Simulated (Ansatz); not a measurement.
## SiO$_{2}$: levels along high-symmetry lines

```yaml
crystal:
  lattice:
    - [4.18010, 0.00000, 0.00000]
    - [0.00000, 4.18010, 0.00000]
    - [0.00000, 0.00000, 2.66780]
  atoms:
    - { symbol: Si, position: [0.00000, 0.00000, 0.00000] }
    - { symbol: Si, position: [0.50000, 0.50000, 0.50000] }
    - { symbol: O, position: [0.30670, 0.30670, 0.00000] }
    - { symbol: O, position: [0.19330, 0.80670, 0.50000] }
    - { symbol: O, position: [0.69330, 0.69330, 0.00000] }
    - { symbol: O, position: [0.80670, 0.19330, 0.50000] }
```

Atoms are numbered in the order listed.

The cell comes from COD entry 9001276, which wasn't checked; take it as a given geometry.

Level of theory: DFT, PBE, all-electron LAPW, scalar-relativistic (Ansatz 0.2.0).

Sampling and basis: a Γ-centred 6×6×9 k mesh, Fermi–Dirac smearing of 0.03 eV, basis error target 1 meV/atom, no spin polarisation.

Points in fractions of the reciprocal vectors of this cell: Γ (0, 0, 0), X (0, 0.5, 0), M (0.5, 0.5, 0), Z (0, 0, 0.5), R (0, 0.5, 0.5), A (0.5, 0.5, 0.5). The path joins them by straight lines in the order Γ–X–M–Γ–Z–R–A–Z–X; legs that retrace an earlier one aren't tabulated. Energies are in eV from the top of the valence band.

Metal or insulator at this level of theory?

An insulator or semiconductor: gap 5.64 eV, direct at Γ.

Tabulate bands 24 to 31, counted from the lowest band of the run, along the path.


| k (1/Å) | point | band 24 | band 25 | band 26 | band 27 | band 28 | band 29 | band 30 | band 31 |
| --- | --- | --- | --- | --- | --- | --- | --- | --- | --- |
| 0.00 | Γ | -3.13 | -2.53 | -0.87 | -0.87 | 0.00 | 5.64 | 6.70 | 8.54 |
| 0.11 |  | -3.12 | -2.52 | -0.98 | -0.88 | -0.04 | 5.73 | 6.75 | 8.55 |
| 0.21 |  | -3.09 | -2.49 | -1.31 | -0.90 | -0.16 | 5.97 | 6.88 | 8.58 |
| 0.32 |  | -3.03 | -2.48 | -1.79 | -0.95 | -0.35 | 6.32 | 7.10 | 8.67 |
| 0.43 |  | -2.96 | -2.50 | -2.35 | -1.00 | -0.58 | 6.73 | 7.36 | 8.75 |
| 0.54 |  | -2.95 | -2.87 | -2.54 | -1.05 | -0.80 | 7.14 | 7.63 | 8.84 |
| 0.64 |  | -3.47 | -2.78 | -2.61 | -1.09 | -0.98 | 7.51 | 7.79 | 8.96 |
| 0.75 | X | -3.85 | -2.69 | -2.69 | -1.07 | -1.07 | 7.75 | 7.75 | 9.11 |
| 0.86 |  | -3.80 | -2.71 | -2.71 | -1.11 | -1.11 | 7.72 | 7.72 | 9.16 |
| 0.97 |  | -3.68 | -2.78 | -2.78 | -1.21 | -1.21 | 7.65 | 7.65 | 9.29 |
| 1.07 |  | -3.51 | -2.87 | -2.87 | -1.37 | -1.37 | 7.57 | 7.57 | 9.48 |
| 1.18 |  | -3.29 | -2.99 | -2.99 | -1.58 | -1.58 | 7.50 | 7.50 | 9.70 |
| 1.29 |  | -3.12 | -3.05 | -3.05 | -1.83 | -1.83 | 7.45 | 7.45 | 9.90 |
| 1.40 |  | -3.22 | -2.79 | -2.79 | -2.10 | -2.10 | 7.43 | 7.43 | 10.03 |
| 1.50 | M | -3.26 | -2.63 | -2.63 | -2.27 | -2.27 | 7.42 | 7.42 | 10.08 |
| 1.65 |  | -3.12 | -3.09 | -2.64 | -2.17 | -1.87 | 7.36 | 7.51 | 9.91 |
| 1.81 |  | -3.24 | -2.87 | -2.68 | -1.91 | -1.41 | 7.18 | 7.71 | 9.47 |
| 1.96 |  | -3.21 | -2.66 | -2.64 | -1.59 | -0.99 | 6.94 | 7.76 | 8.93 |
| 2.11 |  | -3.18 | -2.52 | -2.24 | -1.29 | -0.62 | 6.63 | 7.48 | 8.55 |
| 2.26 |  | -3.16 | -2.48 | -1.60 | -1.05 | -0.30 | 6.22 | 7.07 | 8.43 |
| 2.41 |  | -3.14 | -2.51 | -1.07 | -0.91 | -0.08 | 5.81 | 6.80 | 8.49 |
| 2.57 | Γ | -3.13 | -2.53 | -0.87 | -0.87 | 0.00 | 5.64 | 6.70 | 8.54 |
| 2.73 |  | -3.37 | -2.80 | -0.91 | -0.91 | -0.06 | 5.91 | 7.09 | 8.85 |
| 2.90 |  | -4.00 | -3.42 | -1.07 | -1.07 | -0.25 | 6.55 | 8.09 | 9.67 |
| 3.07 |  | -4.80 | -4.10 | -1.33 | -1.33 | -0.57 | 7.26 | 9.32 | 10.15 |
| 3.24 |  | -5.07 | -4.69 | -1.69 | -1.69 | -1.03 | 7.78 | 10.23 | 10.41 |
| 3.41 |  | -5.11 | -4.47 | -2.11 | -2.11 | -1.62 | 8.16 | 10.29 | 11.06 |
| 3.58 |  | -4.74 | -3.78 | -2.50 | -2.50 | -2.31 | 8.58 | 9.77 | 11.86 |
| 3.74 | Z | -4.57 | -3.05 | -3.05 | -2.68 | -2.68 | 9.14 | 9.14 | 12.67 |
| 3.85 |  | -4.46 | -3.02 | -3.02 | -2.65 | -2.65 | 9.13 | 9.13 | 12.15 |
| 3.96 |  | -4.23 | -2.96 | -2.96 | -2.55 | -2.55 | 9.12 | 9.12 | 11.61 |
| 4.07 |  | -4.03 | -2.86 | -2.86 | -2.36 | -2.36 | 9.07 | 9.07 | 11.09 |
| 4.17 |  | -3.92 | -2.70 | -2.70 | -2.13 | -2.13 | 9.00 | 9.00 | 10.62 |
| 4.28 |  | -3.91 | -2.50 | -2.50 | -1.93 | -1.93 | 8.93 | 8.93 | 10.24 |
| 4.39 |  | -3.94 | -2.33 | -2.33 | -1.79 | -1.79 | 8.86 | 8.86 | 9.98 |
| 4.50 | R | -3.95 | -2.27 | -2.27 | -1.75 | -1.75 | 8.84 | 8.84 | 9.89 |
| 4.60 |  | -3.87 | -2.29 | -2.29 | -1.73 | -1.73 | 8.66 | 8.66 | 10.05 |
| 4.71 |  | -3.70 | -2.32 | -2.32 | -1.70 | -1.70 | 8.31 | 8.31 | 10.34 |
| 4.82 |  | -3.56 | -2.30 | -2.30 | -1.65 | -1.65 | 7.95 | 7.95 | 10.62 |
| 4.92 |  | -3.58 | -2.18 | -2.18 | -1.60 | -1.60 | 7.64 | 7.64 | 10.85 |
| 5.03 |  | -3.78 | -2.00 | -2.00 | -1.56 | -1.56 | 7.43 | 7.43 | 11.00 |
| 5.14 |  | -4.09 | -1.84 | -1.84 | -1.54 | -1.54 | 7.30 | 7.30 | 11.02 |
| 5.25 | A | -4.43 | -1.77 | -1.77 | -1.54 | -1.54 | 7.26 | 7.26 | 11.00 |
| 5.40 |  | -3.73 | -1.91 | -1.86 | -1.62 | -1.50 | 7.33 | 7.35 | 11.01 |
| 5.55 |  | -3.22 | -2.17 | -2.09 | -1.84 | -1.52 | 7.54 | 7.66 | 10.98 |
| 5.70 |  | -3.03 | -2.44 | -2.36 | -2.14 | -1.69 | 7.88 | 8.22 | 10.76 |
| 5.85 |  | -3.19 | -2.68 | -2.57 | -2.48 | -1.98 | 8.30 | 8.96 | 10.45 |
| 6.01 |  | -3.62 | -2.87 | -2.77 | -2.67 | -2.31 | 8.72 | 9.37 | 10.63 |
| 6.16 |  | -4.21 | -3.00 | -2.98 | -2.68 | -2.58 | 9.03 | 9.23 | 11.60 |
| 6.31 | Z | -4.57 | -3.05 | -3.05 | -2.68 | -2.68 | 9.14 | 9.14 | 12.67 |
| 6.51 |  | -4.62 | -3.72 | -2.51 | -2.50 | -2.25 | 8.60 | 9.75 | 11.65 |
| 6.71 |  | -4.51 | -4.15 | -2.16 | -2.07 | -1.53 | 8.24 | 10.18 | 10.84 |
| 6.91 |  | -4.24 | -4.15 | -1.80 | -1.78 | -1.01 | 8.01 | 10.18 | 10.51 |
| 7.11 |  | -4.01 | -3.74 | -1.87 | -1.50 | -0.79 | 7.84 | 9.61 | 10.55 |
| 7.31 |  | -3.47 | -3.46 | -2.31 | -1.27 | -0.85 | 7.75 | 8.76 | 9.83 |
| 7.51 |  | -3.54 | -2.94 | -2.67 | -1.14 | -1.00 | 7.70 | 8.07 | 9.25 |
| 7.71 | X | -3.85 | -2.69 | -2.69 | -1.07 | -1.07 | 7.75 | 7.75 | 9.11 |
